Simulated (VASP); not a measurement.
Wanted: the native input for a VASP 6.6.1 run.

```
Task                   : single point
Functional             : PBEsol
Potentials or basis    : VASP PAW PBE potentials, release 64 (Mg)
Cutoff                 : 520 eV
k mesh                 : 20 × 20 × 20
Occupations            : gaussian, width 0.1 eV
Spin                   : no spin polarisation
Dipole correction      : no
Further INCAR settings : ALGO = Fast; EDIFF = 1e-06; NBANDS = 9
```

The structure of Mg lies in POSCAR:

```
Mg
1.0
    0.0000000000      2.6341133470      5.7045672538
    1.5946160088      0.0000000000      5.7045672538
    1.5946160088      2.6341133470      0.0000000000
Mg
2
Direct
    0.8662360402      0.8662360402      0.1337639598
    0.1337639598      0.1337639598      0.8662360402
```

The cell was built by a generator and needn't be a form met in nature.

The input as run:

INCAR

```
  PREC = Accurate
  ENCUT = 520
  EDIFF = 1E-6
  ISMEAR = 0
  SIGMA = 0.1
  LREAL = False
  LASPH = True
  NELM = 100
  ALGO = Fast
  ISIF = 2
  LWAVE = False
  LCHARG = False
  GGA = PS
  NBANDS = 9
```

KPOINTS

```
Automatic mesh
0
Gamma
  20 20 20
```

Potentials or basis: VASP PAW PBE potentials, release 64 (Mg).

Run with:

```sh
$ cat potpaw_PBE.64/Mg/POTCAR > POTCAR
$ mpirun -np 1 vasp_std > vasp.out
```

Results of the run:

```
Pressure               : 0.0 GPa
Band gap on the k mesh : none (metal or under the smearing width)
```

Caveat: the PAW data sets were made with another functional, which shifts forces and pressure a little.

Run time: 4.1 min on 1 thread of Intel(R) Xeon(R) 6975P-C (Granite Rapids), on a shared host, peak memory 0.61 GiB.
